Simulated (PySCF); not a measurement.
Geometries of 2 isomers of C4H10Zn (singlet state), from PySCF, PBE0-D3(BJ)/def2-SVP geometry optimisation, gas phase. One conformer each, no zero-point energy, no frequencies.

**Question.** Which isomer lies lower at this level?
A.
```xyz
15
angstrom
C     -2.938   -0.297   -0.069
C     -1.829    0.677   -0.463
Zn    -0.001   -0.026   -0.363
C      1.829   -0.721   -0.250
C      2.934    0.332   -0.181
H     -2.826   -0.658    0.967
H     -2.954   -1.190   -0.715
H     -3.941    0.159   -0.137
H     -1.878    1.581    0.171
H     -1.995    1.041   -1.494
H      1.995   -1.386   -1.117
H      1.884   -1.384    0.633
H      3.939   -0.119   -0.101
H      2.949    0.976   -1.076
H      2.818    1.001    0.687
```
B.
```xyz
15
angstrom
Zn     0.435    0.473    1.494
C      0.452    0.469    3.442
H      0.619   -0.545    3.841
H     -0.504    0.831    3.853
H      1.248    1.117    3.844
C      0.412    0.467   -0.463
C     -0.512   -0.570   -1.104
C     -0.500   -0.537   -2.626
H      1.446    0.319   -0.828
H      0.128    1.479   -0.811
H     -1.549   -0.422   -0.752
H     -0.234   -1.585   -0.766
H      0.513   -0.728   -3.017
H     -1.174   -1.293   -3.062
H     -0.815    0.449   -3.002
```

**Answer.** B. That is ZnMe(nPr) (`CC[CH2][Zn][CH3]`), 4.5 kcal/mol below the other.

| SMILES | atoms numbered as above | E (Eh) | relative (kcal/mol) | relative (kJ/mol) | dipole (D) |
| --- | --- | --- | --- | --- | --- |
| CC[CH2][Zn][CH3] | – | -1937.02208 | 0.0 | 0.0 | 0.12 |
| C[CH2][Zn][CH2]C | [CH3:1][CH2:2][Zn:3][CH2:4][CH3:5] | -1937.01491 | 4.5 | 18.8 | 0.05 |
